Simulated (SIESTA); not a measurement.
Crystal: Au.

```
CELL_PARAMETERS angstrom
2.90000 0.00000 0.00000
-1.45000 2.51147 0.00000
0.00000 0.00000 4.88000
ATOMIC_POSITIONS crystal
Au 0.66667 0.33333 0.25000
Au 0.33333 0.66667 0.75000
```

This isn't the form of Au at room conditions, which is fcc.

| Item | Value |
| --- | --- |
| Program | SIESTA 5.4.2 |
| Task | single point |
| Functional | PBE |
| Potentials or basis | PseudoDojo 0.4 standard (PBE files) |
| Basis | DZP (energy shift 0.003 Ry; two zetas on semicore shells) |
| Grid cutoff | 800 Ry |
| Energy shift | 0.003 Ry |
| k mesh | 11 × 11 × 6 |
| Occupations | fermi-dirac, width 0.05 eV |
| Spin | no spin polarisation |

On this cell: pressure 3.2 GPa; largest force under 0.003 eV/Å; band gap on the k mesh none (metal or under the smearing width).

The same run follows on a disturbed copy (atoms moved at random, drawn with an rms of 0.05 Å):

```
Au
1.0
     2.90000    0.00000    0.00000
    -1.45000    2.51147    0.00000
     0.00000    0.00000    4.88000
Au
2
Cartesian
  1.4853 0.8841 1.2259
  -0.0274 1.6658 3.6818
```

**Question.** What does the disturbed cell give?

**Answer.** The energy (extrapolated to zero smearing) moves by +1.6 meV/atom; pressure 3.3 GPa; largest force 0.138 eV/Å; band gap on the k mesh none (metal or under the smearing width).

Forces on the atoms (eV/Å):
```
Au  -0.047 -0.031  0.126
Au   0.047  0.030 -0.126
```

Stress tensor (GPa, compression positive):
```
 4.19  0.34 -0.07
 0.34  3.60 -0.04
-0.07 -0.04  2.11
```

Caveats: short orbitals over semicore shells can move pressures by several GPa; the basis of atomic orbitals isn't converged, which shifts pressures, moduli and gaps.
